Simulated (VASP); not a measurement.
Runs of VASP 6.6.1 on MgO. It takes space group P-6m2 (No. 187, hexagonal). The conventional cell has a = 2.938 Å, b = 2.938 Å, c = 2.680 Å, α = 90.00°, β = 90.00°, γ = 120.00°. Around Mg (site symmetry -6m2) lie 6 O at 2.16 Å. O (site symmetry -6m2) is surrounded by 6 Mg at 2.16 Å. Measurements of this composition are mostly on another form, of space group No. 225.

```csv
task,level,cell,k mesh,cutoff (eV),smearing,gap on the mesh (eV),pressure (GPa),relaxed volume (Å³/atom)
relaxation of cell and atoms,r2SCAN,relaxed,10 × 10 × 10,600,gaussian 0.05 eV,4.13,0.0,9.58
relaxation of cell and atoms,SCAN,relaxed,10 × 10 × 10,600,gaussian 0.05 eV,4.13,0.0,9.51
relaxation of the atoms,r2SCAN,"atoms relaxed from: atoms moved at random, drawn with an rms of 0.02 Å",10 × 10 × 10,520,gaussian 0.05 eV,3.77,-6.2,-
dielectric tensor,PBE,as given,12 × 12 × 12,800,gaussian 0.01 eV,(a),-,-
single point,r2SCAN,as given,10 × 10 × 10,520,fermi-dirac 0.05 eV,3.77,-6.2,-
relaxation of cell and atoms,r2SCAN+D3(BJ),relaxed,10 × 10 × 10,600,gaussian 0.05 eV,4.26,0.0,(b)
```

Alike in all rows: potentials or basis VASP PAW PBE potentials, release 64 (Mg, O); no spin polarisation.

Q: Estimate the missing entries.

A: (a) 3.00; (b) 9.44.

Caveats: the PAW data sets were made with another functional, which shifts forces and pressure a little (some runs).

A k mesh can miss the band edges.
